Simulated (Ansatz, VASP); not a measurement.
**Two plane-wave programs on KF**

```
K F
1.0
     3.39013    0.01245   -0.00394
     0.01245    3.36099    0.01098
    -0.00394    0.01098    3.38074
K F
1 1
Direct
  0.99052 0.01416 0.99302
  0.50948 0.48584 0.50698
```

Change from the starting cell: all atoms moved at random, cell strained at random.

Alike in both runs: task single point; functional PBE; k mesh 8 × 8 × 8; occupations gaussian, width 0.02 eV; no spin polarisation.

```csv
,VASP,Ansatz
version,VASP 6.6.1,Ansatz 0.2.0
potentials or method,"VASP PAW PBE potentials, release 64 (K_sv, F)","scalar-relativistic, plane waves, PAW"
plane-wave cutoff (eV),520,420
valence electrons in the cell,16,16
```

|  | VASP | Ansatz | Ansatz less VASP |
| --- | --- | --- | --- |
| gap on the k mesh at the Fermi level (eV) | 5.57 | 5.59 | +0.013 |
| least direct gap on the mesh (eV) | 5.64 | 5.65 | +0.012 |
| pressure (GPa) | -2.7 | -2.6 | +0.07 |
| largest component of the traceless stress (GPa) | 0.37 | 0.37 | +0.003 |
| rms of the force components (eV/Å) | 0.022 | 0.019 | -0.0022 |

Atom by atom the forces differ by 0.002 eV/Å (rms over components). The functional is the same, so the differences come from potentials, cutoffs and numerics.

A k mesh can miss the band edges.
